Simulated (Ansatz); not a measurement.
# CsSnBr3 (Pm-3m) in Ansatz: notebook

The runs below take CsSnBr3 through band structure, with HSE06, PBE0.

All numbers are computed with Ansatz 0.2.0; they aren't measurements. Logs are shortened: lines on timing, memory, paths and dates and some standing lists are left out, and cuts for length are marked.

**Measured values to compare with.**

From “Influence of hidden halogen mobility on local structure of CsSn(Cl1−xBrx)3 mixed-halide perovskites by solid-state NMR”, 2020, pmc:8179406, for a powder of CsSnBr3 at 300 K: band gap 1.79 eV (optical).

How close the calculation comes is told below.

**1. The structure**

It takes space group Pm-3m (No. 221, cubic). Conventional cell: a = 5.839 Å, b = 5.839 Å, c = 5.839 Å, α = 90.00°, β = 90.00°, γ = 90.00°. Cs (site symmetry m-3m) has 12 Br at 4.13 Å as nearest neighbours. Around Sn (site symmetry m-3m) lie 6 Br at 2.92 Å. Br (site symmetry 4/mmm) is surrounded by 2 Sn at 2.92 Å.

The cell is a database's computed one.

**2. Band structure, HSE06**

File input:

```
crystal:
  lattice:
    - [5.83900561, 0.0, 0.0]
    - [0.0, 5.83900561, 0.0]
    - [0.0, 0.0, 5.83900561]
  atoms:
    - { symbol: Cs, position: [0.0, 0.0, 0.0] }
    - { symbol: Sn, position: [0.5, 0.5, 0.5] }
    - { symbol: Br, position: [0.0, 0.5, 0.5] }
    - { symbol: Br, position: [0.5, 0.5, 0.0] }
    - { symbol: Br, position: [0.5, 0.0, 0.5] }
hamiltonian:
  xc: hse06
  pseudopotentials: { kind: paw }
kpoints:
  mp_grid: { grid: [4, 4, 4] }
  band_path:
    path:
      - [[0.0, 0.0, 0.0], [0.0, 0.5, 0.0], [0.5, 0.5, 0.0], [0.0, 0.0, 0.0], [0.5, 0.5, 0.5], [0.0, 0.5, 0.0]]
      - [[0.5, 0.5, 0.0], [0.5, 0.5, 0.5]]
    npoints: 4
scf:
  occupations: { method: fermi_dirac, width: 0.05 }
  n_extra_bands: 12
output:
  forces: true
  stress: true
  eigenvalues: true
  fatbands: false
```

Potentials or basis: Ansatz PAW.

The program printed:

```text
Warning: output.stress: scf.convergence.dr2_threshold = 1e-7 eV (the SCF's general default) is looser than the 5e-10 eV advised for a printed stress (1e-10 eV for each atom of the cell: 5). What an SCF threshold leaves in a stress goes as its square root, and in the free energy as the threshold itself, and one threshold admits the most on a small cell: of the crystals measured, under no hybrid functional and no lock of the moments, on runs that ended without the residual-converged pass, on stresses that held no estimate of that error, the worst erred by over 100 MPa in a component at 1e-7 eV an atom and by under 5 at 1e-10. Set scf.convergence.dr2_threshold to 5e-10 eV or tighter. The threshold is an SCF's pass mark: one that does not reach it within its budget of iterations ends unconverged, or closes short of it on a stop that the run arms, and scf.convergence.dr2_threshold's page says what that costs each kind of run
Warning: output.stress: scf.exx.energy_threshold = 1e-6 eV is looser than the 5e-8 eV advised for a stress under a hybrid functional (1e-8 eV for each atom of the cell: 5). Every SCF of the exchange loop can meet its threshold on dr2 while the loop round them stops early: no threshold on dr2 bounds what that leaves in the stress. Set scf.exx.energy_threshold to 5e-8 eV or tighter. The threshold is the loop's pass mark: a loop that does not reach it within its budget of cycles ends unconverged, and scf.exx.energy_threshold's page has the law
scf.n_extra_bands = 12 over 22 filled bands (N_el = 44.0): the run solves 34 bands
GPUs: using 1 of 1 available (devices: 1).
Engine: ansatz 0.2.0, x86_64-unknown-linux-gnu
Pseudopotentials: kind: paw
Pseudopotential: Cs, paw, valence charge 9, recommended cutoff 420 eV (normal), Cs.paw.azcp
Pseudopotential: Sn, paw, valence charge 14, recommended cutoff 420 eV (normal), Sn.paw.azcp
Pseudopotential: Br, paw, valence charge 7, recommended cutoff 420 eV (normal), Br.paw.azcp
Functional definition: HSE06
  parameter a = 0.25
  parameter omega = 0.11/bohr
  exchange = pbe_x - a*pbe_x_sr(omega) + a*exact_x_sr(omega)
  correlation = pbe_c
device memory: the entry about to start is reckoned to put 1.5 GiB on a device that reports 63.7 GiB free (of which the cap on the GPU budget leaves the run 18.0 GiB)
GPU FFT provider: cuFFT
GPU libraries: cuBLAS 13.8.2, cuFFT 12.4.0, cuSOLVER 12.3.4
Crystal: 5 atoms, lattice volume = 199.075 Å³
Basis set: ecut = 420 eV, 3887 PW (Γ), exchange–correlation on 80×80×80 points (8 copies of the dense FFT grid, shifted against one another)
Bands: 34, of which v1, the nominal top of the filled ones, is band 22 counted from 1 (21 counted from 0)
Symmetry: 48 space group operations
Space group: Pm-3m (ITA 221), of the structure as read, at distance tolerance 5.8e-5 Å
k-points: 10 of 64
Non-local potential: Cs, projectors of the file, l = 0: 3, l = 1: 2, l = 2: 2, l = 3: 2
Non-local potential: Sn, projectors of the file, l = 0: 2, l = 1: 2, l = 2: 2, l = 3: 2
Non-local potential: Br, projectors of the file, l = 0: 2, l = 1: 2, l = 2: 2
PAW form: soft (Blöchl's): semilocal exchange-correlation on the pseudo side does not see the compensation charge
[... 48 lines left out ...]
SCF iter   4: F=-20065.416707 eV  HF=-20065.416707 eV  |F-HF|=1.35e-10  |Δ(HF+E_count)|=  1.09e-11  Δρ=9.50e-7  dr2=6.13e-9  ethr=8.41e-11  ⟨swp⟩=4.0  Hψ=757  notcnv=0  defer=3
SCF 3 converged in 4 iterations: F = -20065.416707 eV  dr2 = 6.13e-9
  Residual-converged pass: ⟨swp⟩=4.0  Hψ=795  notcnv=0  max |occ|·‖R‖ = 2.4e-6 eV (tolerance 2.4e-6 eV)  dr2=6.11e-9  dr2_onsite=1.46e-10  max |Δocc| = 2.2e-14
hybrid outer 2: dexx = +6.481e-7 eV, tail = 2.78e-8 eV, Δε = 4.91e-3 eV (about 1.35e-4 eV left of the loop's levels)
device memory: the entry about to start is reckoned to put 1.0 GiB on a device that reports 58.8 GiB free (of which the cap on the GPU budget leaves the run 18.0 GiB)
NSCF: frozen V_eff on 26 k-points, pencils in batches of 32, up to order 152
hybrid SCF converged: 2 outer / 9 inner (+4 warm-up), last move |dexx| = 6.48e-7 eV, tail = 2.78e-8 eV
Stability not checked: this state was not tested for a lower state beside it, because the functional holds exact exchange (a hybrid, or Hartree-Fock), whose exchange loop this test does not read (fock_operator; see scf.lower_state_search)
Free energy (F): -20065.416707 eV
Frozen-core exchange: fock
Harris-Foulkes:  -20065.416707 eV  (|F-HF|=1.35e-10)
Internal energy: -20065.416702 eV  (E = F + TS)
E sigma→0 (E₀):  -20065.416705 eV
Entropy (-TS):   -0.000005 eV (-0.001 meV/atom)
Fermi energy:    4.738234 eV
--- Per-component energies (eV) ---
  E_band       = -353.136087
  E_kinetic    = 724.974615
  E_local      = -2530.532632  (includes V_loc(G=0)·N_el)
  E_nonlocal   = 205.876050
  E_hartree    = 1124.126416
  E_xc         = -1066.043967
  E_vxc        = -428.466987  (∫ρ·V_xc dr)
  E_exx        = -91.854803  (= α·E_x^exact, valence–valence)
  E_paw        = -16146.164024  (= ΣΔE_a)
  E_vpaw       = -389.530248  (= ΣTr[D̂ρ^β])
  E_aug_tail   = -0.000002  (compensation charges beyond the density's cutoff)
  E_ewald      = -2284.809775
  E_core_change = -0.988581  (= ΣΔE_core)
  E_smearing   = -0.000005  (= −TS)
  E_closure    = 0.000003  (closes the sum)
  Σ components = -20065.416707   (vs F -20065.416707, Δ=0.00e0)
--- Forces (eV/Å), atoms counted from 1 ---
  atom   1  Cs    -0.00000000    -0.00000000     0.00000000
  atom   2  Sn     0.00000000     0.00000000     0.00000000
  atom   3  Br     0.00000000     0.00000000     0.00000000
  atom   4  Br    -0.00000000    -0.00000000     0.00000000
  atom   5  Br    -0.00000000     0.00000000     0.00000000
  max |Σ_I F_I| component: 7.49e-30 eV/Å
--- Stress (GPa, compression-positive) ---
        0.365801      -0.000000       0.000000
       -0.000000       0.365801       0.000000
       -0.000000       0.000000       0.365801
  P = ⅓ Tr σ = 0.3658 GPa (3.658 kbar)
--- Band table (eV; the first three rows and the last of 10) ---
  k-point 0: bands = ["-20.2164", "-20.2164", "-20.1780", "-20.1780", "-20.1780", "-19.8163", "-12.9802", "-12.3921", "-12.3921", "-5.6359", "-5.6359", "-5.6359", "-2.4816", "-1.6349", "-1.6349", "-1.6349", "0.6670", "0.6670", "0.6670", "0.8331", "0.8331", "0.8331", "7.0818", "8.1296", "8.1296", "8.8047", "8.8047", "8.8047", "10.0161", "10.0161", "10.0161", "11.6500", "11.6500", "11.6500"]
  k-point 1: bands = ["-20.2164", "-20.2137", "-20.1781", "-20.1781", "-20.1779", "-19.8156", "-12.9157", "-12.4747", "-12.3909", "-5.6275", "-5.6275", "-5.6250", "-3.3884", "-1.5806", "-1.5806", "-0.3844", "0.5852", "0.5852", "0.6009", "0.7587", "0.7587", "1.0478", "7.6702", "8.1361", "8.5333", "8.6044", "9.0421", "9.1647", "9.1647", "10.0110", "10.0110", "10.8984", "11.8941", "11.8941"]
  k-point 2: bands = ["-20.2164", "-20.2110", "-20.1783", "-20.1783", "-20.1779", "-19.8149", "-12.8086", "-12.5999", "-12.3897", "-5.6191", "-5.6191", "-5.6147", "-3.8099", "-1.5214", "-1.5214", "-0.0046", "0.4842", "0.4842", "0.5375", "0.7017", "0.7017", "2.0168", "6.2677", "8.5642", "9.1675", "9.2275", "9.3618", "9.3618", "9.5592", "10.0258", "10.7606", "10.7606", "10.9725", "11.1698"]
  k-point 9: bands = ["-20.2081", "-20.2081", "-20.1786", "-20.1786", "-20.1786", "-19.8127", "-12.5961", "-12.5961", "-12.5961", "-5.6760", "-5.6760", "-5.6760", "-5.4455", "-0.1463", "-0.1463", "-0.1463", "0.4523", "0.4523", "1.2068", "1.2068", "1.2068", "4.2995", "5.2327", "5.2327", "5.2327", "8.6011", "9.2862", "9.2862", "9.2862", "10.6387", "10.6387", "12.2113", "12.2113", "12.2113"]
```

bands.tsv:

```text
# k_distance	band_0	band_1	band_2	band_3	band_4	band_5	band_6	band_7	band_8	band_9	band_10	band_11	band_12	band_13	band_14	band_15	band_16	band_17	band_18	band_19	band_20	band_21	band_22	band_23	band_24	band_25	band_26	band_27	band_28	band_29	band_30	band_31	band_32	band_33
[... 41 lines left out ...]
4.067806	-24.946372	-24.946372	-24.916822	-24.916822	-24.916822	-24.550918	-17.334310	-17.334310	-17.334310	-10.414236	-10.414236	-10.414236	-10.183797	-4.884577	-4.884577	-4.884577	-4.285953	-4.285953	-3.531399	-3.531399	-3.531399	-0.438703	0.494425	0.494425	0.494425	3.862875	4.547940	4.547940	4.547940	5.900494	5.900494	7.473049	7.473049	7.473049
```

It took 77 s on 1 × NVIDIA H100 80GB HBM3 with 2 threads of AMD EPYC 7R13 (Zen 3), shared host; peak memory 3.6 GiB.

What came out:

```
Free energy             : -20065.4167 eV
Pressure                : 0.4 GPa
Band gap on the k mesh  : 0.93 eV, direct
Band gap along the path : 0.93 eV, direct
```

Levels at the corners of the path, in eV from the valence-band top:
```tsv
point	band 19	band 20	band 21	band 22	band 23	band 24	band 25	band 26
Γ	-3.63	-3.47	-3.47	-3.47	2.78	3.83	3.83	4.51
X	-3.76	-3.60	-3.60	-2.28	1.97	4.26	4.87	4.93
M	-3.90	-3.85	-3.10	-1.11	1.48	1.48	4.60	5.05
Γ	-3.63	-3.47	-3.47	-3.47	2.78	3.83	3.83	4.51
R	-3.09	-3.09	-3.09	0.00	0.93	0.93	0.93	4.30
X	-3.76	-3.60	-3.60	-2.28	1.97	4.26	4.87	4.93
M	-3.90	-3.85	-3.10	-1.11	1.48	1.48	4.60	5.05
R	-3.09	-3.09	-3.09	0.00	0.93	0.93	0.93	4.30
```

Caveat: spin-orbit coupling is left out, which moves the levels of the heavy elements; the PAW data sets come from PBE, with cores solved anew for the run's functional, which leaves a small shift of forces and pressure; the thresholds are loose for stress.

**3. Band structure, PBE0**

Edit input of step 2 so:

```diff
@@ -12,3 +12,3 @@
 hamiltonian:
-  xc: hse06
+  xc: pbe0
   pseudopotentials: { kind: paw }
```

Potentials or basis: Ansatz PAW.

Run time: 75 s. Hardware: 1 × NVIDIA H100 80GB HBM3 with 2 threads of AMD EPYC 7R13 (Zen 3), shared host; peak memory 3.4 GiB.

Results (log left out):

* Free energy: -20063.3906 eV
* Pressure: 0.4 GPa
* Band gap on the k mesh: 1.52 eV, direct
* Band gap along the path: 1.52 eV, direct

Levels at the corners of the path, in eV from the valence-band top:
```
point  band 20  band 21  band 22  band 23  band 24  band 25
    Γ    -3.57    -3.57    -3.57     3.41     4.47     4.47
    X    -3.70    -3.70    -2.35     2.58     4.91     5.50
    M    -3.94    -3.20    -1.14     2.09     2.09     5.26
    Γ    -3.57    -3.57    -3.57     3.41     4.47     4.47
    R    -3.18    -3.18     0.00     1.52     1.52     1.52
    X    -3.70    -3.70    -2.35     2.58     4.91     5.50
    M    -3.94    -3.20    -1.14     2.09     2.09     5.26
    R    -3.18    -3.18     0.00     1.52     1.52     1.52
```

Caveat: spin-orbit coupling is left out, which moves the levels of the heavy elements; the PAW data sets come from PBE, with cores solved anew for the run's functional, which leaves a small shift of forces and pressure; the thresholds are loose for stress.

**4. How close it comes**

Step 2. Against the measured gap of CsSnBr3, 1.79 eV (optical; 300 K; powder; “Influence of hidden halogen mobility on local structure of CsSn(Cl1−xBrx)3 mixed-halide perovskites by solid-state NMR”, 2020, pmc:8179406), the calculated 0.93 eV is off by -0.86 eV. Spin-orbit coupling on Br, Cs, Sn is left out. The value is that of HSE06, without temperature or zero-point motion. The cell is a database's relaxed one, not the measured one, which moves gaps too.

Step 3. Measured gap of CsSnBr3: 1.79 eV (optical; 300 K; powder; “Influence of hidden halogen mobility on local structure of CsSn(Cl1−xBrx)3 mixed-halide perovskites by solid-state NMR”, 2020, pmc:8179406). This calculation gives 1.52 eV (-0.27 eV). Spin-orbit coupling on Br, Cs, Sn is left out. The value is that of PBE0, without temperature or zero-point motion. The cell is a database's relaxed one, not the measured one, which moves gaps too.
